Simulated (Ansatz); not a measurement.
Start from LaAlO3 in the cubic perovskite structure (space group Pm-3m, No. 221; a = 3.8124 Å). Axes: x, y, z lie along the cube axes.

The values are results of Ansatz (a quantum-chemistry and plane-wave program) PBE, scalar-relativistic without spin-orbit coupling, not measurements.

Base values:

```
Quantity                         Result
-----------------------------  --------
Pressure                       0.1 kbar
Shortest interatomic distance  190.6 pm
```

It is then changed as follows: tensile biaxial strain of 0.27 % in the plane normal to [001], as in epitaxy on a mismatched substrate; the out-of-plane cell vector and the atoms relax.

Q: Predict the new pressure.

A: The pressure (mean of the normal stresses, compression positive) drops by 6.4 kbar to -6.3 kbar.

Q: How does this affect the shortest interatomic distance?

A: The shortest interatomic distance decreases by 0.4 pm, from 190.6 pm to 190.2 pm.

Whether these cells are dynamically stable was not tested. Many cubic perovskites are stable only at high temperature; tilts and polar distortions were not tested.
